Before a niobium cell relaxed with one density functional is reused with another, one has to decide whether to relax it again. For a cell of this crystal relaxed with LDA the answer is yes. Carried over to PBE, RPBE or r2SCAN, it starts under a pressure of about 10 to 13 GPa, roughly a hundred thousand atmospheres. The same pressure explains why the functionals that give the crystal more room also make it softer.

Nb in the double hexagonal close-packed (dhcp) structure, from density-functional theory in Ansatz 0.2.0 with plane waves, scalar-relativistic PAW and Fermi-Dirac smearing. Volume, bulk modulus and its pressure derivative come from a third-order Birch-Murnaghan fit to energies extrapolated to zero smearing, for uniform scalings of the relaxed cell.

```
functional  wave cutoff  smearing width   k mesh            starting moments  volume per atom (Å³)  bulk modulus (GPa)  bulk modulus pressure derivative        magnetic order  c over a
       LDA       420 eV          0.1 eV  15×15×4                        none                 17.62                 182                              3.81  no spin polarisation   3.69600
       PBE       420 eV          0.1 eV  17×17×4                        none                 18.67                 162                              3.71  no spin polarisation   3.66700
      RPBE       420 eV          0.1 eV  14×14×4                        none                 18.99                 155                              3.77  no spin polarisation   3.66000
    r2SCAN       500 eV         0.05 eV  17×17×4  Nb +1 Nb +1 Nb +1 Nb +1 μB                 18.57                 166                              3.52          non-magnetic   3.68500
  m-r2SCAN       500 eV         0.05 eV  17×17×4  Nb +1 Nb +1 Nb +1 Nb +1 μB                 18.57                 166                              3.52          non-magnetic   3.68500
```

The order is simple. The volume per atom grows from LDA over r2SCAN and PBE to RPBE, and the bulk modulus, the resistance to uniform compression, falls in the same sequence. The numbers to remember are those for the step from LDA to PBE: about 6 % more volume and 11 % less stiffness. The further step to RPBE is much smaller.

The larger volume comes from the way the functionals treat an uneven electron density. LDA assigns each point the exchange and correlation energy of a uniform electron gas with the local density. PBE and RPBE also look at the density gradient and lower the exchange energy where the density changes quickly compared with its own size. Such places lie in the outer parts of each atom, where the density falls off. Pushing the atoms together makes these parts overlap and evens out the density, so part of the energy gain is lost. The crystal avoids the loss by expanding, and the gradient correction therefore acts as an outward push.

This also places RPBE. For the same gradient it lowers the exchange energy more than PBE does, while its correlation part is the same, so its push is stronger and its volume larger. For functionals of this kind the rule is that the steeper the reward for gradients, the larger the crystal. The link to gradients is standard theory; the table itself shows only the resulting order.

A larger volume then brings softness. Electrons squeezed into less room gain kinetic energy, and this resists compression. The effect weakens quickly as the crystal expands. The bulk modulus pressure derivative, B′, measures the effect: near 3.7 for PBE, it means that each GPa of pressure adds nearly 4 GPa to the bulk modulus, and each GPa released takes about as much away.

Whether volume alone accounts for the softness can be tested by comparing the functionals at one volume. Each row has its own Birch-Murnaghan curve, fixed by its equilibrium volume V₀, bulk modulus B₀ and derivative B′. For a volume V the curve gives the pressure P and the bulk modulus B:

f = ½ [(V₀/V)^(2/3) − 1]
P = 3 B₀ f (1 + 2f)^(5/2) [1 + (3/2)(B′ − 4) f]
B = B₀ (1 + 2f)^(5/2) [1 + (3B′ − 5) f + (27/2)(B′ − 4) f²]

Take PBE at the LDA volume. The ratio V₀/V is 18.67/17.62, which gives a strain measure f of about 0.020. The formulas then yield a pressure of 10.4 GPa and a bulk modulus of about 200 GPa. LDA has zero pressure at this volume, so the 10.4 GPa is the extra outward push of PBE relative to LDA.

The result reverses the first impression. At equal volume PBE is stiffer than LDA, by about 18 GPa, and RPBE and r2SCAN are stiffer too. PBE looks softer in the table only because its crystal then expands until the pressure is gone, which costs about 38 GPa of stiffness. The balance of +18 and −38 is the observed drop of 20 GPa, from 182 to 162. Expansion is thus the whole reason for the softening, and it has to overcome a change in the opposite direction.

That opposite change has a plain meaning. The bulk modulus tells how fast the pressure rises as the volume shrinks. If PBE is stiffer by 18 GPa at the same volume, its extra push must itself grow on compression, by about 0.18 GPa for each per cent of volume lost. A likely reason is that the outer parts of the atoms overlap ever faster as the atoms approach, but the calculation doesn't isolate this contribution.

The curves are good enough for this use. Each was fitted to the energies of its own functional, and the LDA volume lies within the range of compressions covered. At 4 % compression they agree with the directly computed pressures to about 3 % or better. Finer differences between the rows mean little, because the direct runs count the compression from the relaxed cell, whose volume differs from the fitted one by about 0.1 %. The printed output below gives the comparison for every row. A weaker point is the atomic datasets: all functionals use those made for PBE, and how much this mismatch shifts the results of LDA, RPBE and r2SCAN was not tested. The k meshes of LDA, PBE and RPBE also differ, and the effect of that was not tested either.

r2SCAN needs a separate word. Besides the gradient it uses the kinetic-energy density, which lets it distinguish a metallic bond from the tail of a single orbital, so its place can't be read from gradients alone. It lands next to PBE, only 0.1 Å³ smaller and 4 GPa stiffer. The two were run with different plane-wave cutoffs and smearing widths, and so small a gap should not be used to rank them.

m-r2SCAN repeats r2SCAN in every result, and for a good reason. It differs only by a correction to the kinetic-energy density that matters when electrons carry orbital currents. Here there are none, because without spin-orbit coupling or a magnetic field the currents of electrons moving in opposite directions cancel. The two rows therefore count as one piece of evidence. Both calculations started with magnetic moments on the atoms, and the moments vanished, but no stability check of the non-magnetic state was made. In the LDA, PBE and RPBE runs spin was switched off, so there the absence of moments is imposed and not found.

The name of the structure also needs care. In ideal close packing c/a would be 3.27, yet all the cells are stretched along c by 12 to 13 % beyond that. With PBE each atom has six neighbours in its own layer at 2.87 Å and six in the adjacent layers at 3.10 Å. Every functional finds this shape, so it doesn't hinge on the choice among them. The filling of the niobium d bands is a possible origin, but it was not examined here. The stable form of niobium is body-centred cubic, so measured values for the ordinary metal can't decide which of these functionals is best for the stretched crystal. Nor was it tested whether the stretched crystal would keep its form if its symmetry were released.

Printed output of the fit:

```
Change from LDA at each functional's own equilibrium:
       row  volume change in %  bulk modulus change in %
       LDA                   0                         0
       PBE               5.959                    -10.99
      RPBE               7.775                    -14.84
    r2SCAN               5.392                    -8.791
  m-r2SCAN               5.392                    -8.791
Volume step from LDA to PBE in cubic angstrom: 1.05
Volume step from PBE to RPBE in cubic angstrom: 0.32
Volume of r2SCAN less that of PBE in cubic angstrom: -0.1
Bulk modulus of r2SCAN less that of PBE in GPa: 4
All functionals at the LDA volume:
       row  pressure in GPa  bulk modulus in GPa  excess over LDA in GPa
       LDA                0                  182                       0
       PBE            10.44                199.7                   17.65
      RPBE            13.36                203.6                    21.6
    r2SCAN            9.559                198.8                   16.76
  m-r2SCAN            9.559                198.8                   16.76
Rise of B per GPa of pressure that would bring PBE just to the LDA value: 1.916
Pressure at 4 % compression:
       row  from the curve in GPa  computed directly in GPa
       LDA                   8.03                     7.956
       PBE                  7.133                     7.138
      RPBE                  6.833                     6.804
    r2SCAN                   7.28                     7.511
  m-r2SCAN                   7.28                     7.511
Ideal c over a of dhcp: 3.266
Shape of the cell:
       row  c over a above ideal in %  in-plane neighbour in angstrom  interlayer neighbour in angstrom
       LDA                      13.17                           2.803                             3.054
       PBE                      12.28                           2.865                             3.104
      RPBE                      12.06                           2.883                             3.119
    r2SCAN                      12.83                           2.855                             3.104
  m-r2SCAN                      12.83                           2.855                             3.104
```
